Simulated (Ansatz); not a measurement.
## Cu in Ansatz: the effect of functional

Cu:

```xyz
2
Lattice="2.5838 0.0000 0.0000 -1.2919 2.2376 0.0000 0.0000 0.0000 4.1932" Properties=species:S:1:pos:R:3 pbc="T T T"
Cu    1.2919    0.7459    3.1449
Cu    0.0000    1.4918    1.0483
```

This isn't the form of Cu at room conditions, which is fcc.

The cell isn't the ideal one: volume scaled by 1.06.

Alike in all runs:

- Program: Ansatz 0.2.0
- Task: single point
- Potentials or basis: Ansatz PAW
- k mesh: 12 × 12 × 7
- Occupations: fermi-dirac, width 0.05 eV
- Spin: no spin polarisation

| functional | cutoff | pressure (GPa) |
| --- | --- | --- |
| LDA | 420 eV (not typed: the program's choice for these potentials) | -15.1 |
| PBEsol | 420 eV (not typed: the program's choice for these potentials) | ? |
| r2SCAN | 500 eV (not typed: the program's choice for these potentials) | -7.8 |

Problem. What does the run with functional PBEsol give?

Solution. Pressure -9.4 GPa.

Caveats: the PAW data sets come from PBE, with cores solved anew for the run's functional, which leaves a small shift of forces and pressure.
